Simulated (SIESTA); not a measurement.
**CdO (Monteponite) under changes of volume**

One of the cells (12.970 Å³/atom); the others are scaled copies at fixed shape and fractional positions:

```xyz
2
Lattice="0.0000 2.3495 2.3495 2.3495 0.0000 2.3495 2.3495 2.3495 0.0000" Properties=species:S:1:pos:R:3 pbc="T T T"
Cd    0.0000    0.0000    0.0000
O     2.3495    2.3495    2.3495
```

| Property | Result |
| --- | --- |
| Program | SIESTA 5.4.2 |
| Functional | LDA |
| Potentials or basis | PseudoDojo 0.4 standard (PBE files, fully relativistic) |
| Basis | DZP (energy shift 0.002 Ry) |
| Grid cutoff | 800 Ry |
| Energy shift | 0.002 Ry |
| k mesh | 8 × 8 × 8 |
| Occupations | fermi-dirac, width 0.05 eV |
| Spin | non-collinear spin, zero start, spin-orbit coupling |
| Starting moments | [[0.0, 0.0, 0.0], [0.0, 0.0, 0.0]] μB |

| volume (Å³/atom) | energy over the lowest point (meV/atom) | pressure (GPa) |
| --- | --- | --- |
| 12.191 | 4.53 | 4.7 |
| 12.451 | 0.00 | 1.0 |
| 12.710 | 1.10 | -2.4 |
| 12.970 | ? | ? |
| 13.229 | 18.21 | -7.9 |
| 13.488 | 32.94 | -10.3 |
| 13.748 | 51.39 | -12.4 |

What does the run at 12.970 Å³/atom give?

Energy over the lowest point 7.47 meV/atom; pressure -5.3 GPa.

Worked out: A Birch-Murnaghan fit of order 3 (a polynomial in V^(-2/3)) to the other rows has its minimum at 12.52 Å³/atom with B0 = V·E''(V) = 165 GPa and B' = 4.7. It gives 7.41 meV/atom at 12.970 Å³/atom, against the run's 7.47, and -dE/dV = -5.3 GPa, against -5.3.

Energies are extrapolated to zero smearing.

Caveats: semicore shells carry a single zeta, which can move pressures by several GPa and volumes by a few percent; the potentials were made for another functional, which shifts forces and pressure; the basis of atomic orbitals isn't converged, which shifts pressures, moduli and gaps.
